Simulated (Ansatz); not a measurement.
## MgS (P6_3mc) at 2 levels of theory

One geometry, relaxed with PBE; plane waves with PAW potentials in Ansatz, scalar-relativistic. No spin polarisation. Gaps are the least over mesh and band path; pressure is positive in compression.

```xyz
8
Lattice="4.0405 0.0000 0.0000 -2.0203 3.4992 0.0000 0.0000 0.0000 13.0800" Properties=species:S:1:pos:R:3 pbc="T T T"
Mg    0.0000    0.0000    1.2407
Mg    0.0000    0.0000    7.7807
Mg    0.0000    2.3328    4.4989
Mg    2.0203    1.1664   11.0389
S     0.0000    0.0000    5.3069
S     0.0000    0.0000   11.8469
S     0.0000    2.3328    2.0335
S     2.0203    1.1664    8.5735
```

```csv
level,cutoff (eV),k mesh,gap (eV),pressure (GPa)
PBE,420,6×6×2,3.37,0.0
```

**Question.** What comes out on the same cell with r2SCAN?

**Answer.**
```json
{"level": "r2SCAN", "cutoff (eV)": "500", "k mesh": "6×6×2", "gap (eV)": "4.04", "pressure (GPa)": "-1.1"}
```

The cell was found from a structure generator's guess, not taken from experiment.
